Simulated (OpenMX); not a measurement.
The system is ZrO2.

```
CELL_PARAMETERS angstrom
0.00000 2.54507 2.54507
2.54507 0.00000 2.54507
2.54507 2.54507 0.00000
ATOMIC_POSITIONS crystal
Zr 0.00000 0.00000 0.00000
O 0.75000 0.75000 0.75000
O 0.25000 0.25000 0.25000
```

Measurements of this composition are mostly on another form, of space group No. 14.

Base run:

```yaml
Program: OpenMX 3.8.5
Functional: PBE
Potentials_or_basis: OpenMX 2013 PBE set, Zr7.0-s3p2d1, O6.0-s2p2, grid cutoff 400 Ry
k_mesh: 9 × 9 × 9
Occupations: fermi-dirac, width 0.05 eV
Spin: no spin polarisation
```

Its results: band gap on the k mesh 3.05 eV, indirect (least direct gap 3.37 eV); pressure 11.8 GPa.

Problem. The run is repeated on the same cell with these changes: functional from PBE to LDA; potentials or basis from OpenMX 2013 PBE set, Zr7.0-s3p2d1, O6.0-s2p2, grid cutoff 400 Ry to OpenMX 2013 LDA set, Zr7.0-s3p2d2, O6.0-s2p2d1, grid cutoff 400 Ry. What comes out?

Solution. Band gap on the k mesh 2.88 eV, indirect (least direct gap 3.19 eV); pressure -3.6 GPa.

Caveats: the basis of atomic orbitals isn't converged, which shifts pressures, moduli and gaps.

A k mesh can miss the band edges.
